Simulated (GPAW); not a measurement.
# SnO in GPAW: convergence with grid spacing (A)

Crystal: SnO.

```
CELL_PARAMETERS angstrom
3.13193 0.00000 0.00000
0.00000 3.13193 0.00000
0.00000 0.00000 3.13193
ATOMIC_POSITIONS crystal
Sn 0.00000 0.00000 0.00000
O 0.50000 0.50000 0.50000
```

The cell was built by a generator and needn't be a form met in nature.

| Property | Result |
| --- | --- |
| Program | GPAW 26.7.0 |
| Task | convergence study |
| Functional | PBE |
| Potentials or basis | GPAW PAW data sets (gpaw-data 1.2.1) |
| Basis | fd |
| Grid spacing | 0.26 Å |
| k mesh | 9 × 9 × 9 |
| Occupations | fermi-dirac, width 0.05 eV |
| Spin | no spin polarisation |

These are the settings of the first run; the series varies grid spacing (A), with any setting tied to it.

Hardware: 1 thread of Arm Neoverse V2, with other jobs on the host.

```csv
grid spacing (A),"energy less the tightest run, at zero smearing (meV/atom)",gap on the mesh (eV),SCF cycles,CPU time (s),peak memory (GiB)
0.26,-336.49,0.466,13,14,0.15
0.23,-336.49,0.466,13,14,0.15
0.2,-80.44,0.461,13,28,0.21
0.18,-80.44,0.461,13,28,0.21
0.16,-20.72,0.460,14,57,0.3
0.14,-5.73,0.460,15,100,0.44
0.12,0.00,0.460,17,160,0.63
```

Against the tightest run, the gap on the mesh stays within 0.01 eV from 0.26 on. Not settled before the last step: the energy (to 1 meV/atom). The tightest run that finished is the yardstick and may itself not be fully converged.

Caveat, for the tightest run too: spin-orbit coupling is left out, which moves the levels of the heavy elements; an odd mesh through Γ misses points on the zone boundary, where band edges often lie.
